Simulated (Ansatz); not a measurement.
Runs of Ansatz 0.2.0 on WC. It takes space group Fm-3m (No. 225, cubic). The conventional cell has a = 4.385 Å, b = 4.385 Å, c = 4.385 Å, α = 90.00°, β = 90.00°, γ = 90.00°. W (site symmetry m-3m) is surrounded by 6 C at 2.19 Å. Around C (site symmetry m-3m) lie 6 W at 2.19 Å. Measurements of this composition are mostly on another form, of space group No. 187.

```csv
task,level,spin,cell,k mesh,points for each segment of the path,gap on the mesh (eV),pressure (GPa),relaxed volume (Å³/atom)
relaxation of cell and atoms,PBEsol,off,relaxed,7 × 7 × 7,-,none,0.0,10.25
band structure,PBEsol,off,as given,7 × 7 × 7,14,none,-10.4,-
relaxation of the atoms,PBE,off,atoms relaxed,10 × 10 × 10,-,none,-1.5,-
relaxation of cell and atoms,PBE,off,relaxed,10 × 10 × 10,-,none,0.0,(a)
relaxation of cell and atoms,PBEsol,"SOC, no magnetisation",relaxed,7 × 7 × 7,-,none,0.0,10.24
```

Alike in all rows: potentials or basis Ansatz PAW; cutoff (eV) 420; smearing fermi-dirac 0.05 eV.

**Question.** Fill in the values left out.

**Answer.** (a) 10.50.

Caveats: the plane-wave basis is chosen anew once the cell has moved, so the energies of steps on either side of that aren't comparable (some runs); the PAW data sets come from PBE, with cores solved anew for the run's functional, which leaves a small shift of forces and pressure (some runs); spin-orbit coupling is left out, which moves the levels of the heavy elements (some runs); the relaxation stopped at its first step, so nothing moved (some runs); the thresholds are loose for stress (some runs).

A k mesh can miss the band edges, and rows without SOC leave out spin-orbit coupling on W.

A gap of «none» marks a metal or a gap under the smearing width.
